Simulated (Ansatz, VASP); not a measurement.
## Ti: VASP beside Ansatz

```
CELL_PARAMETERS angstrom
-1.44075 1.44075 1.67300
1.44075 -1.44075 1.67300
1.44075 1.44075 -1.67300
ATOMIC_POSITIONS crystal
Ti 0.00000 0.00000 0.00000
```

Alike in both runs: task single point; functional PBEsol; k mesh 22 × 22 × 22; occupations gaussian, width 0.15 eV; no spin polarisation.

|  | VASP | Ansatz |
| --- | --- | --- |
| version | VASP 6.6.1 | Ansatz 0.2.0 |
| potentials or method | VASP PAW PBE potentials, release 64 (Ti_sv) | scalar-relativistic, plane waves, PAW |
| plane-wave cutoff (eV) | 520 | 520 |
| valence electrons in the cell | 12 | 12 |

VASP gave:

| Property | Result |
| --- | --- |
| gap on the k mesh at the Fermi level (eV) | none |
| pressure (GPa) | 26.4 |
| largest component of the traceless stress (GPa) | 0.37 |

Task: What did Ansatz give for the same quantities?

Result: gap on the k mesh at the Fermi level (eV): none; pressure (GPa): 27.0; largest component of the traceless stress (GPa): 0.30.

A gap of «none» marks a metal or a gap that the smearing closes. Ansatz warned: «pseudo_functional_mismatch».

Caveats: so large a pressure means that the cell lies far from this level's equilibrium, or that cutoff or potentials fall short (VASP); the potentials were made for another functional, which shifts forces and pressure (VASP).
